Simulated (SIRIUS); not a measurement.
**CuZn: changing the dispersion correction**

The structure is cubic, space group Pm-3m (No. 221). Conventional cell: a = 2.945 Å, b = 2.945 Å, c = 2.945 Å, α = 90.00°, β = 90.00°, γ = 90.00°. Around Zn (site symmetry m-3m) lie 8 Cu at 2.55 Å. Around Cu (site symmetry m-3m) lie 8 Zn at 2.55 Å.

Kept alike: task equation of state; functional PBE; k mesh 9 × 9 × 9; occupations fermi-dirac, width 0.05 eV; no spin polarisation. Program: SIRIUS, all-electron FP-LAPW, apw+lo standard, cutoff 195 eV. The mesh is that of the run's cell of 2 atoms. No spin-orbit coupling.

| dispersion correction | volume (Å³/atom) | bulk modulus (GPa) |
| --- | --- | --- |
| D3(zero) | 12.286 | 130.5 |
| D3(BJ) | 12.332 | 134.0 |
| D4 | 12.464 | 130.6 |
| none | 13.026 | 113.4 |

For a metal such a mesh leaves the last digits unconverged. Volume and modulus come from cells scaled at fixed shape and fractions.

Q: What does the dispersion correction change here?

A: The volume runs from 12.286 (D3(zero)) to 13.026 Å³/atom (none). Against no correction: D3(zero) -5.7 %; D3(BJ) -5.3 %; D4 -4.3 %. Dispersion terms mostly attract and so lower the volume; the schemes' coefficients and damping set how far. The bulk modulus runs from 113.4 (none) to 134.0 GPa (D3(BJ)).
